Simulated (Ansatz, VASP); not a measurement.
**One calculation of Mg, two programs**

```
CELL_PARAMETERS angstrom
0.00000 2.24646 2.24646
2.24646 0.00000 2.24646
2.24646 2.24646 0.00000
ATOMIC_POSITIONS crystal
Mg 0.00000 0.00000 0.00000
```

Alike in both runs: functional PBEsol; k mesh 12 × 12 × 12; occupations fermi-dirac, width 0.1 eV; no spin polarisation.

Ansatz relaxed the structure, and its values are those at the end. VASP's run is a single point on that final structure, the one shown.

|  | VASP | Ansatz |
| --- | --- | --- |
| version | VASP 6.6.1 | Ansatz 0.2.0 |
| potentials or method | VASP PAW PBE potentials, release 64 (Mg) | plane waves (420 eV) with PAW, scalar-relativistic |
| plane-wave cutoff (eV) | 520 | 420 |
| valence electrons in the cell | 2 | 10 |

|  | VASP | Ansatz | Ansatz less VASP |
| --- | --- | --- | --- |
| pressure (GPa) | 0.0 | 0.0 | +0.05 |

The functional is the same, so the differences come from potentials, cutoffs and numerics. The two sets of potentials don't hold the same shells in valence. Ansatz warned: «pseudo_functional_mismatch».

Caveats: the PAW data sets were made with another functional, which shifts forces and pressure a little (VASP).
